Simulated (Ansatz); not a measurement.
The system is Ag.

```
Ag
1.0
     0.00000    2.04275    2.04275
     2.04275    0.00000    2.04275
     2.04275    2.04275    0.00000
Ag
1
Direct
  0.00000 0.00000 0.00000
```

```yaml
Program: Ansatz 0.2.0
Task: relaxation of cell and atoms
Functional: HSE06
Potentials_or_basis: Ansatz PAW
Cutoff: "420 eV (not typed: the program's choice for these potentials)"
k_mesh: 6 × 6 × 6
Occupations: fermi-dirac, width 0.05 eV
Spin: no spin polarisation
```

At the start: volume 17.05 Å³/atom.

Problem. Where does the relaxation end?

Solution. It ends after 5 steps and the volume is 18.03 Å³/atom (+5.8 %); space group Fm-3m (No. 225, to 0.05 Å).

Step by step:
```tsv
step	energy change (eV)	largest force (eV/Å)	volume (Å³)
1	0.0000	0.0000	17.05
2	-0.0101	0.0000	18.41
3	-0.0121	0.0000	18.07
4	-0.0121	0.0000	18.03
5	-0.0130	0.0000	18.03
```

Final structure:
```xyz
1
Lattice="0.0000 2.0814 2.0814 2.0814 0.0000 2.0814 2.0814 2.0814 0.0000" Properties=species:S:1:pos:R:3 pbc="T T T"
Ag    0.0000    0.0000    0.0000
```

Caveat: the k mesh is coarse (spacing up to 0.44 Å⁻¹), so the values aren't converged, least of all with exact exchange; the plane-wave basis is chosen anew once the cell has moved, so the energies of steps on either side of that aren't comparable; the PAW data sets come from PBE, with cores solved anew for the run's functional, which leaves a small shift of forces and pressure.
